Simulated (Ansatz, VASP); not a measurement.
## Two plane-wave programs on BN

```xyz
4
Lattice="2.5746 0.0000 0.0000 -1.2873 2.2296 0.0000 0.0000 0.0000 6.3010" Properties=species:S:1:pos:R:3 pbc="T T T"
B     0.0000    1.4864    1.5753
B     1.2873    0.7432    4.7258
N     0.0000    1.4864    4.7258
N     1.2873    0.7432    1.5753
```

Alike in both runs: task single point; functional PBEsol; k mesh 12 × 12 × 4; occupations gaussian, width 0.05 eV; no spin polarisation.

|  | VASP | Ansatz |
| --- | --- | --- |
| version | VASP 6.6.1 | Ansatz 0.2.0 |
| potentials or method | VASP PAW PBE potentials, release 64 (B, N) | scalar-relativistic, plane waves, PAW |
| plane-wave cutoff (eV) | 520 | 420 |
| valence electrons in the cell | 16 | 16 |

Ansatz gave:

```
gap on the k mesh at the Fermi level (eV)       : 3.92
least direct gap on the mesh (eV)               : 4.21
pressure (GPa)                                  : -17.7
largest component of the traceless stress (GPa) : 19.87
```

**Question.** Which values does VASP return?

**Answer.** gap on the k mesh at the Fermi level (eV): 3.91; least direct gap on the mesh (eV): 4.21; pressure (GPa): -17.4; largest component of the traceless stress (GPa): 19.49.

Caveats: so large a pressure means that the cell lies far from this level's equilibrium, or that cutoff or potentials fall short (VASP); the potentials were made for another functional, which shifts forces and pressure (VASP); this functional lacks dispersion, which binds the layers, so the pressure and a relaxed spacing across them are unreliable. PBEsol gaps usually lie below the measured ones, often by a third to a half. A k mesh can miss the band edges.
